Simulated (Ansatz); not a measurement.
The system is Ir.

```
CELL_PARAMETERS angstrom
0.00000 1.91560 1.91560
1.91560 0.00000 1.91560
1.91560 1.91560 0.00000
ATOMIC_POSITIONS crystal
Ir 0.00000 0.00000 0.00000
```

Program: Ansatz 0.2.0. Alike in all runs: potentials or basis Ansatz PAW; cell as given; cutoff (eV) 420; smearing fermi-dirac 0.05 eV.

Task: Order these runs on this cell by their pressure, lowest first.
A. level HSE06; spin SOC, no magnetisation; k mesh 5 × 5 × 5; mesh quality coarse
B. level LDA; spin off; k mesh 12 × 12 × 12; points for each segment of the path 14; mesh quality not flagged
C. level PBE; spin SOC, no magnetisation; k mesh 9 × 9 × 9; points for each segment of the path 14; mesh quality not flagged
D. level HSE03; spin off; k mesh 6 × 6 × 6; points for each segment of the path 4; mesh quality coarse

Result: B (-6.6 GPa), D (-0.6 GPa), A (4.8 GPa), C (11.8 GPa).

Caveats: some runs use coarse meshes; the PAW data sets come from PBE, with cores solved anew for the run's functional, which leaves a small shift of forces and pressure (some runs); the thresholds are loose for stress (some runs).
